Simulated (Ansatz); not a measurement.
# BN: the cost of one run

Computed with Ansatz 0.2.0 (DFT PBE, scalar-relativistic, plane waves, PAW, unless a step's input says otherwise).

3 further runs of the same task are left out: 1 that didn't finish, 2 set aside as unsound or not needed.

### 1 The structure to begin with

It takes space group P6_3mc (No. 186, hexagonal). Conventional cell: a = 2.555 Å, b = 2.555 Å, c = 4.225 Å, α = 90.00°, β = 90.00°, γ = 120.00°. B (site symmetry 3m) is surrounded by 4 N at 1.57 to 1.58 Å. N (site symmetry 3m) has 4 B at 1.57 to 1.58 Å as nearest neighbours.

As a file:

```xyz
8
Lattice="2.5546 0.0000 0.0000 -1.2773 2.2123 0.0000 0.0000 0.0000 8.4490" Properties=species:S:1:pos:R:3 pbc="T T T"
B     1.2773    0.7374    4.2237
B     1.2773    0.7374    8.4482
B     0.0000    1.4749    2.1114
B     0.0000    1.4749    6.3360
N     1.2773    0.7374    2.6411
N     1.2773    0.7374    6.8657
N     0.0000    1.4749    0.5289
N     0.0000    1.4749    4.7534
```

It goes back to an entry of the Materials Project, which need not be the stable form.

It is built from the cell relaxed beforehand with the same method (5.97 Å³/atom).

### 2 Zero of the scan

The input, input.yaml:

```yaml
crystal:
  lattice:
    - [2.554580096, 0.0, 0.0]
    - [-1.277290048, 2.2123312591, 0.0]
    - [0.0, 0.0, 8.4490290704]
  atoms:
    - { symbol: B, position: [0.6666666667, 0.3333333333, 0.4999029273] }
    - { symbol: B, position: [0.6666666667, 0.3333333333, 0.9999029273] }
    - { symbol: B, position: [0.3333333333, 0.6666666667, 0.2499029273] }
    - { symbol: B, position: [0.3333333333, 0.6666666667, 0.7499029273] }
    - { symbol: "N", position: [0.6666666667, 0.3333333333, 0.3125970727] }
    - { symbol: "N", position: [0.6666666667, 0.3333333333, 0.8125970727] }
    - { symbol: "N", position: [0.3333333333, 0.6666666667, 0.0625970727] }
    - { symbol: "N", position: [0.3333333333, 0.6666666667, 0.5625970727] }
basis:
  ecutwfc: 420
kpoints:
  mp_grid: { grid: [12, 12, 4] }
hamiltonian:
  xc: pbe
scf:
  occupations: { method: gaussian, width: 0.05 }
output:
  forces: true
  stress: true
  eigenvalues: true
  write_density: true
  write_potential: true
  elf: true
  volumetric_format: npy
```

Launch:

```sh
> ansatz run input.yaml --threads 2 --pin off --max-ram 5120MiB --backend cpu --events-out ev --progress --plain --runs-dir out
```

What time and memory should one allow on 2 threads of AMD EPYC 9R45 (Zen 5), shared host?

About 1.4 s, with a peak of 0.41 GiB.
